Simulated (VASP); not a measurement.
# BAs: phonons with PBEsol

BAs:

```xyz
2
Lattice="0.0000 2.3885 2.3885 2.3885 0.0000 2.3885 2.3885 2.3885 0.0000" Properties=species:S:1:pos:R:3 pbc="T T T"
B     0.0000    0.0000    0.0000
As    1.1943    1.1943    1.1943
```

```json
{
  "Program": "VASP 6.6.1",
  "Task": "phonons",
  "Functional": "PBEsol",
  "Potentials or basis": "VASP PAW PBE potentials, release 64 (B, As)",
  "Cutoff": "600 eV",
  "k mesh": "10 × 10 × 10",
  "Occupations": "gaussian, width 0.03 eV",
  "Spin": "no spin polarisation",
  "Target pressure": "-1.5 GPa",
  "By perturbation theory": "no",
  "Further INCAR settings": "ALGO = Fast; EDIFF = 1e-08; IBRION = 6; POTIM = 0.015; NSW = 1"
}
```

The relaxed volume is 13.78 Å³/atom, the relaxed cell is a = 3.391 Å, b = 3.391 Å, c = 3.391 Å, α = 60.00°, β = 60.00°, γ = 60.00° and the space group after relaxing (to 0.05 Å) is F-43m (No. 216). The highest phonon frequency at Γ, LO-TO splitting left out is 684 cm⁻¹.

Step by step:
| step | energy change (eV) | largest force (eV/Å) | pressure (GPa) | volume (Å³) |
| --- | --- | --- | --- | --- |
| 1 | 0.0000 | 0.0000 | 0.05 | 27.25 |
| 2 | 0.0041 | 0.0000 | -2.53 | 27.78 |
| 3 | 0.0014 | 0.0000 | -1.49 | 27.56 |

Final structure:
```
CELL_PARAMETERS angstrom
0.00000 2.39746 2.39746
2.39746 0.00000 2.39746
2.39746 2.39746 0.00000
ATOMIC_POSITIONS crystal
B 0.00000 0.00000 0.00000
As 0.25000 0.25000 0.25000
```

Phonon frequencies in cm⁻¹ (negative: imaginary):
```csv
q point,frequencies
"(0.000, 0.000, 0.000)",0 0 0 684 684 684
```

It took 66 s on 1 thread of Intel(R) Xeon(R) 6975P-C (Granite Rapids), with other jobs on the host, peak memory 0.23 GiB.

Caveat: the PAW data sets were made with another functional, which shifts forces and pressure a little.
